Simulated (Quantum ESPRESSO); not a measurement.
Runs of Quantum ESPRESSO 7.5 on Ti. It takes space group P6_3/mmc (No. 194, hexagonal). The conventional cell has a = 2.950 Å, b = 2.950 Å, c = 4.680 Å, α = 90.00°, β = 90.00°, γ = 120.00°. Ti (site symmetry -6m2) is surrounded by 12 Ti at 2.89 to 2.95 Å. 

```csv
task,level,potentials or basis,cell,cutoff (eV),smearing,form of the LDA correlation,gap on the mesh (eV),pressure (GPa),V0 of scaled cells (Å³/atom),B0 (GPa)
band structure,PBE,PseudoDojo 0.4.1 SR PBE standard,as given,1143,fermi-dirac 0.05 eV,-,none,-1.3,-,-
equation of state,PBEsol,PseudoDojo 0.4.1 SR PBEsol standard,as given,1143,fermi-dirac 0.05 eV,-,-,-,16.75,118
phonons,LDA,JTH 2.0 LDA,relaxed,490,gaussian 0.136 eV,PW92,none,0.0,-,-
equation of state,PBE,SSSP 1.3 efficiency PBE,as given,748,fermi-dirac 0.05 eV,-,-,-,(b),(a)
single point,PBE,SSSP 1.3 efficiency PBE,as given,748,fermi-dirac 0.05 eV,-,none,-1.5,-,-
```

Alike in all rows: no spin polarisation; k mesh 10 × 10 × 6.

Task: Fill in the values left out.

Result: (a) 111; (b) 17.40.

Caveats: the cell was scaled at fixed shape and fractional positions, which overstates the stiffness of a crystal with free parameters, most of all of layers and chains (some runs); the mesh is thin for the phonons of a metal (some runs); the cutoff is low for these files, which shifts pressure and relaxed volume (some runs).

A k mesh can miss the band edges.

A gap of «none» marks a metal or a gap under the smearing width.

Not every run made on this cell is shown here.
